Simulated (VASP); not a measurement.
# Cd (Pm-3m) in VASP: reference runs

Aim: a first look at Cd with PBE, on the cell as given.

Program: VASP 6.6.1. These are calculated values, not measurements. Logs are shortened: lines on timing, memory, paths and dates and some standing lists are left out, and cuts for length are marked.

### Step 1. Starting point

The structure is cubic, space group Pm-3m (No. 221). The conventional cell has a = 2.997 Å, b = 2.997 Å, c = 2.997 Å, α = 90.00°, β = 90.00°, γ = 90.00°. Cd (site symmetry m-3m) has 6 Cd at 3.00 Å as nearest neighbours.

The cell was built by a generator and needn't be a form met in nature.

### Step 2. Single point, PBE

INCAR reads:

```
ALGO = Normal
EDIFF = 1E-7
ENCUT = 520
GGA = PE
ISIF = 2
ISMEAR = -1
LASPH = T
LCHARG = F
LREAL = F
LWAVE = F
NBANDS = 12
NELM = 80
PREC = Accurate
SIGMA = 0.05
```

KPOINTS reads:

```
k-points
0
Gamma
  9 9 9
```

POSCAR reads:

```
Cd
1.0
    2.9968200000      0.0000000000      0.0000000000
    0.0000000000      2.9968200000      0.0000000000
    0.0000000000      0.0000000000      2.9968200000
Cd
1
Direct
    0.0000000000      0.0000000000      0.0000000000
```

Potentials or basis: VASP PAW PBE potentials, release 64 (Cd).

Command:

```
$ cat potpaw_PBE.64/Cd/POTCAR > POTCAR
$ mpirun -np 1 vasp_std > vasp.out
```

OUTCAR:

```text
EDIFF = 1E-7
   ENCUT = 520
   GGA = PE
   ISIF = 2
   ISMEAR = -1
   LASPH = T
   LREAL = F
   NELM = 80
   PREC = Accurate

 ion  position               nearest neighbor table
   1  0.000  0.000  0.000-

  LATTYP: Found a simple cubic cell.
 ALAT       =     2.9968200000

  Lattice vectors:

 A1 = (   2.9968200000,   0.0000000000,   0.0000000000)
 A2 = (   0.0000000000,   2.9968200000,   0.0000000000)
 A3 = (   0.0000000000,   0.0000000000,   2.9968200000)

Analysis of symmetry for initial positions (statically):
=====================================================================
 Subroutine PRICEL returns:
 Original cell was already a primitive cell.

 Routine SETGRP: Setting up the symmetry group for a
 simple cubic supercell.

 Subroutine GETGRP returns: Found 48 space group operations
 (whereof 48 operations were pure point group operations)
 out of a pool of 48 trial point group operations.

The static configuration has the point symmetry O_h .

Analysis of symmetry for dynamics (positions and initial velocities):
=====================================================================
 Subroutine PRICEL returns:
 Original cell was already a primitive cell.

 Routine SETGRP: Setting up the symmetry group for a
 simple cubic supercell.

 Subroutine GETGRP returns: Found 48 space group operations
 (whereof 48 operations were pure point group operations)
 out of a pool of 48 trial point group operations.

The dynamic configuration has the point symmetry O_h .

 Subroutine INISYM returns: Found 48 space group operations
 (whereof 48 operations are pure point group operations),
 and found     1 'primitive' translations

----------------------------------------------------------------------------------------

                                     Primitive cell

  volume of cell :      26.9142

  direct lattice vectors                    reciprocal lattice vectors
     2.996820000  0.000000000  0.000000000     0.333687042  0.000000000  0.000000000
     0.000000000  2.996820000  0.000000000     0.000000000  0.333687042  0.000000000
     0.000000000  0.000000000  2.996820000     0.000000000  0.000000000  0.333687042

  length of vectors
     2.996820000  2.996820000  2.996820000     0.333687042  0.333687042  0.333687042

  position of ions in fractional coordinates (direct lattice)
     0.000000000  0.000000000  0.000000000

  ion indices of the primitive-cell ions
   primitive index   ion index
                 1           1

[... 80 lines left out ...]
   TEBEG  =    0.0;   TEEND  =   0.0 temperature during run
   PSTRESS=    0.0 pullay stress
   NELECT =      12.0000    total number of electrons
   NUPDOWN=      -1.0000    fix difference up-down
   EMIN   =  10.00;   EMAX   =-10.00  energy-range for DOS
   EFERMI =   0.00;   METHOD = LEGACY
   ISMEAR =    -1;   SIGMA  =   0.05  broadening in eV -4-tet -1-fermi 0-gaus
   EFERMI_NEDOS =   21; number of points for ismear=-14 and -15
   IALGO  =     38    algorithm
   IMIX   =      4    mixing-type and parameters
     AMIX     =   0.40;   BMIX     =  1.00
     AMIX_MAG =   1.60;   BMIX_MAG =  1.00
  volume/ion in A,a.u.               =      26.91       181.63
  Fermi-wavevector in a.u.,A,eV,Ry     =   1.250666  2.363416 21.281754  1.564165
  Thomas-Fermi vector in A             =   2.384649
   LORBIT       =      0    0 simple, 1 ext, 2 COOP (PROOUT), +10 PAW based schemes
   GGA     = PE    functional components
   LHFCALC =     F    Hartree Fock is set to
   AEXX    =    0.0000 exact exchange contribution
   IVDW    =     0    specifies the selected vdW correction
   LEPSILON=     F    determine dielectric tensor
   LRPA    =     F    only Hartree local field effects (RPA)
 non-spin polarized calculation
  energy-cutoff  :      520.00
  volume of cell :       26.91
 maximum number of plane-waves:       739
 NGX is ok and might be reduce to    24
   NGX = 11   NGY = 11   NGZ = 11

 number of electron      12.0000011 magnetization

 Free energy of the ion-electron system (eV)
  ---------------------------------------------------
  ext. energy  EPLUGINS =         0.00000000
  ---------------------------------------------------
  free energy    TOTEN  =        -0.61411522 eV

  energy without entropy =       -0.60723387  energy(sigma->0) =       -0.61067455

 E-fermi :   1.4120     XC(G=0):  -9.8360

 val. band max:        1.2465440373   @ k =   0.4444   0.4444   0.0000
 cond. band min:       1.4259008006   @ k =   0.4444   0.2222   0.1111
 fundamental gap:      0.1793567633
 Fermi energy:         1.4120011069

 k-point     1 :       0.0000    0.0000    0.0000
  band No.  band energies     occupation
      1      -8.0305      2.00000
      2      -8.0305      2.00000
      3      -6.7318      2.00000
      4      -6.7318      2.00000
      5      -6.7318      2.00000
      6      -5.9808      2.00000
      7      11.1520      0.00000
      8      11.1520      0.00000
      9      11.1520      0.00000
     10      14.6056      0.00000
     11      14.6056      0.00000
     12      15.3730      0.00000
[... 331 lines left out ...]
 k-point    24 :       0.4444    0.3333    0.1111
  band No.  band energies     occupation
      1      -7.6294      2.00000
      2      -7.5304      2.00000
      3      -7.1398      2.00000
      4      -7.0438      2.00000
      5      -6.6808      2.00000
      6      -0.0128      2.00000
      7       2.4117      0.00000
      8       6.5317      0.00000
      9       9.4767      0.00000
     10      14.4844      0.00000
     11      16.3719      0.00000
     12      19.7224      0.00000

 [... further k-points ...]

------------------------ aborting loop because EDIFF is reached ----------------------------------------

  FORCE on cell =-STRESS in cart. coord.  units (eV):
  Direction    XX          YY          ZZ          XY          YZ          ZX
  --------------------------------------------------------------------------------------
  -------------------------------------------------------------------------------------
  Total        0.0035208      0.0035208      0.0035208     -0.0000000      0.0000000     -0.0000000
  in kB        0.2095872      0.2095872      0.2095872     -0.0000000      0.0000000     -0.0000000
  external PRESSURE =       0.2095872 kB  Pullay stress =       0.0000000 kB

 VOLUME and BASIS-vectors are now :
 -----------------------------------------------------------------------------
  energy-cutoff  :      520.00
  volume of cell :       26.91
      direct lattice vectors                 reciprocal lattice vectors
     2.996820000  0.000000000  0.000000000     0.333687042  0.000000000  0.000000000
     0.000000000  2.996820000  0.000000000     0.000000000  0.333687042  0.000000000
     0.000000000  0.000000000  2.996820000     0.000000000  0.000000000  0.333687042

 POSITION                                       TOTAL-FORCE (eV/Angst)
 -----------------------------------------------------------------------------------
      0.00000      0.00000      0.00000         0.000000      0.000000      0.000000
 -----------------------------------------------------------------------------------
    total drift:                                0.000000     -0.000000      0.000000

  FREE ENERGIE OF THE ION-ELECTRON SYSTEM (eV)
  ---------------------------------------------------
  free  energy   TOTEN  =        -0.6141152244 eV

  energy  without entropy=       -0.6072338746  energy(sigma->0) =       -0.61067455
```

stdout:

```text
POSCAR found type information on POSCAR Cd
 POSCAR found :  1 types and       1 ions
 scaLAPACK will be used
 LDA part: xc-table for (Slater+PW92), standard interpolation
 POSCAR, INCAR and KPOINTS ok, starting setup
 FFT: planning ... GRIDC
 FFT: planning ... GRID_SOFT
 FFT: planning ... GRID
 WAVECAR not read
 entering main loop
```

Run time: 5.4 s. Hardware: 1 thread of Intel Xeon Platinum 8488C (Sapphire Rapids), shared host; peak memory 0.14 GiB.

What came out:

```yaml
Free_energy: -0.6141 eV
Pressure: 0.0 GPa
Band_gap_on_the_k_mesh: none (metal or under the smearing width)
```
